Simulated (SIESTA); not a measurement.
Crystal: HfN.

```xyz
2
Lattice="0.0000 2.2560 2.2560 2.2560 0.0000 2.2560 2.2560 2.2560 0.0000" Properties=species:S:1:pos:R:3 pbc="T T T"
Hf    0.0000    0.0000    0.0000
N     2.2560    2.2560    2.2560
```

Base run:

```yaml
Program: SIESTA 5.4.2
Functional: PBEsol
Potentials_or_basis: PseudoDojo 0.4 standard (PBEsol files)
Basis: DZP (energy shift 0.003 Ry; two zetas on semicore shells)
Grid_cutoff: 800 Ry
Energy_shift: 0.003 Ry
k_mesh: 8 × 8 × 8
Occupations: fermi-dirac, width 0.05 eV
Spin: no spin polarisation
```

Its results: band gap on the k mesh none (metal or under the smearing width); pressure 1.6 GPa.

Task: The run is repeated on the same cell with these changes: hubbard terms from none to Hf d U = 4 eV. What comes out?

Result: Band gap on the k mesh none (metal or under the smearing width); pressure 9.6 GPa.

Caveats: short orbitals over semicore shells can move pressures by several GPa; the basis of atomic orbitals isn't converged, which shifts pressures, moduli and gaps; U without spin polarisation on a metal has little footing (some runs).

Not every run made on this cell is shown here.
